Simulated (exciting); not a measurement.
Crystal: CdTe.

```
Te Cd
1.0
     0.00000    3.20500    3.20500
     3.20500    0.00000    3.20500
     3.20500    3.20500    0.00000
Te Cd
1 1
Cartesian
  4.8075 4.8075 4.8075
  0.0000 0.0000 0.0000
```

* Program: exciting (release sodium)
* Task: single point
* Functional: PBE
* Potentials or basis: all-electron LAPW+lo, shipped species files, valence relativity iora*
* rgkmax: 8
* k mesh: 7 × 7 × 7
* Occupations: fermi-dirac, width 0.05 eV
* Spin: no spin polarisation
* gmaxvr (cutoff of density and potential): 14 1/bohr
* lmaxapw (and lmaxmat): 10
* lmaxvr: 8
* nempty: 10
* Valence relativity: iora*
* epsengy: 1e-06 Ha
* epspot: 1e-06 Ha
* maxscl: 80
* Muffin-tin radii: Te 2.29, Cd 2.29 bohr

On this cell: largest force zero by symmetry; band gap on the k mesh 0.86 eV, direct.

The same run follows on a disturbed copy (atoms moved at random, drawn with an rms of 0.05 Å):

```
Te Cd
1.0
     0.00000    3.20500    3.20500
     3.20500    0.00000    3.20500
     3.20500    3.20500    0.00000
Te Cd
1 1
Direct
  0.74301 0.74107 0.75106
  0.00495 0.00178 0.99239
```

Q: What does the disturbed cell give?

A: The energy moves by +7.1 meV/atom; largest force 0.394 eV/Å; band gap on the k mesh 0.81 eV, direct.

Forces in eV/Å, atoms in the order of the input:
```
Te   0.022  0.049  0.390
Cd  -0.022 -0.049 -0.390
```

Caveats: rgkmax is low for these elements, so energy differences scatter by about 1 meV per atom; spin-orbit coupling is left out, which moves the levels of the heavy elements.

